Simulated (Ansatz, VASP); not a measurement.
## Cu in VASP and in Ansatz

```
CELL_PARAMETERS angstrom
2.56598 0.00000 0.00000
-1.28299 2.22220 0.00000
0.00000 0.00000 18.19022
ATOMIC_POSITIONS crystal
Cu 0.66667 0.33333 0.38482
Cu 0.33333 0.66667 0.49811
Cu 0.00000 0.00000 0.61140
```

Alike in both runs: functional PBE; k mesh 12 × 12 × 1; occupations gaussian, width 0.1 eV; no spin polarisation.

Ansatz relaxed the structure, and its values are those at the end. VASP's run is a single point on that final structure, the one shown.

|  | VASP | Ansatz |
| --- | --- | --- |
| version | VASP 6.6.1 | Ansatz 0.2.0 |
| potentials or method | VASP PAW PBE potentials, release 64 (Cu) | scalar-relativistic, plane waves, PAW |
| plane-wave cutoff (eV) | 520 | 420 |
| valence electrons in the cell | 33 | 57 |

```csv
,VASP,Ansatz,Ansatz less VASP
gap on the k mesh at the Fermi level (eV),none,none,-
rms of the force components (eV/Å),0.015,0.004,-0.0107
```

A gap of «none» marks a metal or a gap that the smearing closes. The functional is the same, so the differences come from potentials, cutoffs and numerics. The two sets of potentials don't hold the same shells in valence. Ansatz warned: «vacuum_density_over_bound».
